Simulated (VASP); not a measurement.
Cr, 2 atoms in the cell. Symmetry: Cmcm, No. 63, orthorhombic system. Conventional cell: a = 2.294 Å, b = 4.934 Å, c = 4.064 Å, α = 90.00°, β = 90.00°, γ = 90.00°. Cr (site symmetry m2m) is surrounded by 8 Cr at 2.29 to 2.62 Å. This isn't the form of Cr at room conditions, which is bcc.

- Program: VASP 6.6.1
- Task: relaxation of cell and atoms
- Functional: PBEsol
- Potentials or basis: VASP PAW PBE potentials, release 64 (Cr_pv)
- Cutoff: 600 eV
- k mesh: 10 × 10 × 5
- Occupations: fermi-dirac, width 0.05 eV
- Spin: collinear spin, ferromagnetic start
- Starting moments: [3.0, 3.0] μB
- Target pressure: -3 GPa
- Further INCAR settings: ALGO = Normal; EDIFF = 1e-06; IBRION = 2; EDIFFG = -0.02; NSW = 40; ISIF = 3
- Target pressure: -3 GPa

Potentials or basis: VASP PAW PBE potentials, release 64 (Cr_pv).

The run is started by

```console
$ cat potpaw_PBE.64/Cr_pv/POTCAR > POTCAR
$ mpirun -np 1 vasp_std > vasp.out
```

Hardware: 1 thread of Intel(R) Xeon(R) Platinum 8375C CPU @ 2.90GHz (Ice Lake), with other jobs on the host.

Q: How long does it take, and how much memory?

A: It took 6.9 min on 1 thread of Intel(R) Xeon(R) Platinum 8375C CPU @ 2.90GHz (Ice Lake) (shared host), peak memory 0.23 GiB. Counts: scf iterations 90, k points 93, ion steps 14.
